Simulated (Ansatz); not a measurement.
Al₃Cu₂ under pressure

Theory: Ansatz, DFT PBEsol, scalar-relativistic, plane waves, PAW. Plane waves to 420 eV; Γ-centred k mesh 12×12×8; Fermi-Dirac smearing of 0.15 eV. No spin polarisation. Phonons by linear response, acoustic sum rule imposed.

The cell, relaxed at this level:
```
Al Cu
1.0
     4.10102    0.00000    0.00000
    -2.05051    3.55159    0.00000
     0.00000    0.00000    4.98567
Al Cu
3 2
Direct
  0.00000 0.00000 0.00000
  0.33333 0.66667 0.35171
  0.66667 0.33333 0.64829
  0.33333 0.66667 0.84284
  0.66667 0.33333 0.15716
```

In a metal, frequencies and elastic constants depend on the k mesh and the smearing, soft modes and shear constants most.

Optical modes at Γ (cm⁻¹) at zero pressure: 125, 154, 183, 200, 271, 322, 322, 355.

Under hydrostatic pressure the same modes lie at 131, 159, 188, 206, 280, 332, 333, 366 cm⁻¹. What is the pressure, and how much has the cell shrunk?

## Answers

2 GPa; the volume is 1.7 % smaller.